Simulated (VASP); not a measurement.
Runs of VASP 6.6.1 on C. The cell holds a slab with vacuum, 8 atoms: a = 2.456 Å, b = 2.456 Å, c = 25.095 Å, α = 90.00°, β = 90.00°, γ = 120.00°. 

```tsv
task	level	potentials or basis	cell	cutoff (eV)	smearing	k mesh for the DOS	occupations for the DOS	atoms held fixed (from 0)	gap on the mesh (eV)	largest force (eV/Å)
work function	PBE	VASP PAW PBE potentials, release 64 (C)	the (0 0 1) slab of C, cut from the database cell, not relaxed	520	gaussian 0.05 eV	-	-	-	none	0.93
single point	PBE	VASP PAW PBE potentials, release 64 (C)	the (0 0 1) slab of C, cut from the database cell, not relaxed	520	fermi-dirac 0.05 eV	-	-	-	none	0.93
relaxation of the atoms	PBE+D3(BJ)	VASP PAW PBE potentials, release 64 (C)	atoms relaxed from: the (0 0 1) slab of C, cut from the database cell, not relaxed	520	gaussian 0.05 eV	-	-	[0, 1, 2, 3]	(a)	-
optical spectrum	PW91+D3(BJ)	VASP PAW PBE potentials, release 64 (C)	the (0 0 1) slab of C, cut from the database cell, not relaxed	520	gaussian 0.05 eV	-	-	-	none	0.90
```

Alike in all rows: no spin polarisation; k mesh 12 × 12 × 1.

Q: Estimate the missing entries.

A: (a) 0.00.

Caveats: spectra need much finer meshes, so this one isn't converged (some runs); independent-particle spectra lack excitons (some runs); the intraband (Drude) part of a metal's response may be missing (some runs); the PAW data sets were made with another functional, which shifts forces and pressure a little (some runs).

A k mesh can miss the band edges.

A gap of «none» marks a metal or a gap under the smearing width.
